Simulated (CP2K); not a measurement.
Runs of CP2K 2026.2 on PbSe (Clausthalite). Symmetry: Fm-3m, No. 225, cubic system. Conventional cell: a = 6.121 Å, b = 6.121 Å, c = 6.121 Å, α = 90.00°, β = 90.00°, γ = 90.00°. Pb (site symmetry m-3m) has 6 Se at 3.06 Å as nearest neighbours. Se (site symmetry m-3m) is surrounded by 6 Pb at 3.06 Å. 

| task | level | potentials or basis | cell | smearing | EPS_DEFAULT | k points reduced by the point group | NGRIDS | points a segment of the path (NPOINTS) | bands added on the path | gap on the mesh (eV) | pressure (GPa) | V0 of scaled cells (Å³/atom) | B0 (GPa) |
| --- | --- | --- | --- | --- | --- | --- | --- | --- | --- | --- | --- | --- | --- |
| band structure | LDA | GTH_POTENTIALS Pb GTH-PADE-q4, Se GTH-PADE-q6; TZVP-MOLOPT-PBE-GTH basis | as given | fermi-dirac 0.1 eV | 1.0E-10 | yes | 4 | 6 | 6 | 0.16 | -2.9 | - | - |
| band structure | r2SCAN | POTENTIAL_UZH Pb GTH-SCAN-q4, Se GTH-SCAN-q6; TZVP-MOLOPT-SCAN-GTH basis | as given | fermi-dirac 0.0259 eV | 1.0E-9 | yes | 5 | 10 | 2 | 0.36 | 0.1 | - | - |
| single point | PBE | POTENTIAL_UZH Pb GTH-PBE-q4, Se GTH-PBE-q6; TZVP-MOLOPT-PBE-GTH basis | as given | fermi-dirac 0.05 eV | 1.0E-10 | yes | 5 | - | - | (a) | 2.9 | - | - |
| band structure | TB-mBJ | POTENTIAL_UZH Pb GTH-PBE-q4, Se GTH-PBE-q6; TZVP-MOLOPT-PBE-GTH basis | as given | fermi-dirac 0.05 eV | 1.0E-10 | yes | 5 | 10 | 6 | 0.40 | - | - | - |
| band structure | PBEsol | POTENTIAL_UZH Pb GTH-PBE-q4, Se GTH-PBE-q6; TZVP-MOLOPT-PBE-GTH basis | as given | fermi-dirac 0.0259 eV | 1.0E-9 | yes | 5 | 8 | 4 | 0.02 | 1.6 | - | - |
| relaxation of cell and atoms | PBEsol+D4 | POTENTIAL_UZH Pb GTH-PBE-q4, Se GTH-PBE-q6; TZVP-MOLOPT-PBE-GTH basis | relaxed | fermi-dirac 0.05 eV | 1.0E-10 | - | 4 | - | - | (b) | 0.0 | - | - |
| equation of state | LDA | GTH_POTENTIALS Pb GTH-PADE-q4, Se GTH-PADE-q6; TZVP-MOLOPT-PBE-GTH basis | as given | fermi-dirac 0.05 eV | 1.0E-10 | yes | 4 | - | - | - | - | 27.07 | 56 |
| equation of state | PBEsol | POTENTIAL_UZH Pb GTH-PBE-q4, Se GTH-PBE-q6; TZVP-MOLOPT-PBE-GTH basis | as given | fermi-dirac 0.05 eV | 1.0E-9 | yes | 5 | - | - | - | - | 29.53 | 50 |

Alike in all rows: no spin polarisation; k mesh 8 × 8 × 8.

Problem. Estimate the missing entries.

Solution. (a) 0.14; (b) 0.03.

Caveats: the basis of atomic orbitals isn't converged, which shifts pressures, moduli and gaps; spin-orbit coupling is left out, which as a rule narrows the gap of such compounds by several tenths of an eV (some runs); the potentials were made for another functional, which shifts forces and pressure (some runs); this is a model potential without an energy functional, so only levels have meaning (some runs); the printed path begins after the first move (some runs).

A k mesh can miss the band edges, and the runs leave out spin-orbit coupling on Pb, Se.

Not every run made on this cell is shown here.
